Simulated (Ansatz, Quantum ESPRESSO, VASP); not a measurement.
# HfC: 3 runs at one level of theory

The starting cell:

```
CELL_PARAMETERS angstrom
0.00000 2.32500 2.32500
2.32500 0.00000 2.32500
2.32500 2.32500 0.00000
ATOMIC_POSITIONS crystal
Hf 0.50000 0.50000 0.50000
C 0.00000 0.00000 0.00000
```

Alike in all runs: task relaxation of cell and atoms; functional PBEsol; k mesh 10 × 10 × 10; occupations fermi-dirac, width 0.05 eV; no spin polarisation; no spin-orbit coupling.

```
                        program and potentials  plane-wave cutoff (eV)                                                            notes  equilibrium volume (Å³/atom)
             Quantum ESPRESSO, GBRV 1.5 PBEsol                     612                           8 valence electrons an atom on average                         12.24
          VASP, PBE PAW files C, Hf_pv, 600 eV                     600  potentials made for PBE; 7 valence electrons an atom on average                         12.20
Ansatz, all-electron LAPW, scalar-relativistic                       -                                                                -                         12.23
```

The equilibrium volume spans 12.20 (VASP, PBE PAW files C, Hf_pv, 600 eV) to 12.24 Å³/atom (Quantum ESPRESSO, GBRV 1.5 PBEsol), with all-electron results at 12.23. Relaxations stop with a little pressure left, so the last digit of a volume isn't settled.

Differences between rows come from potentials, basis sets and numerical settings, since the functional is the same but for its coding. Runs on potential files found faulty are left out.

The three runs give practically the same volume for HfC, with the two potential-based results on either side of the all-electron one. The electron counts imply that both potentials keep the filled Hf 4f shell in the core, and that only the larger set treats 5s as valence. The close agreement suggests that neither choice matters much for the equilibrium volume, although compensating errors can't be excluded.

This fits the bonding, which rests mainly on Hf 5d–C 2p covalency, with bonding states largely filled and the Fermi level near a pseudogap. The resulting stiff lattice turns small errors in pressure into only slight changes in volume.

All three volumes lie somewhat below the measured value for near-stoichiometric HfC. Since the all-electron run shares this offset, its likely cause is slight overbinding by the functional, together with the missing zero-point and thermal expansion. Carbon vacancies, common in real samples, would not explain it, as they tend to shrink the lattice. Agreement in volume doesn't by itself establish equal accuracy for elastic constants or formation energies.
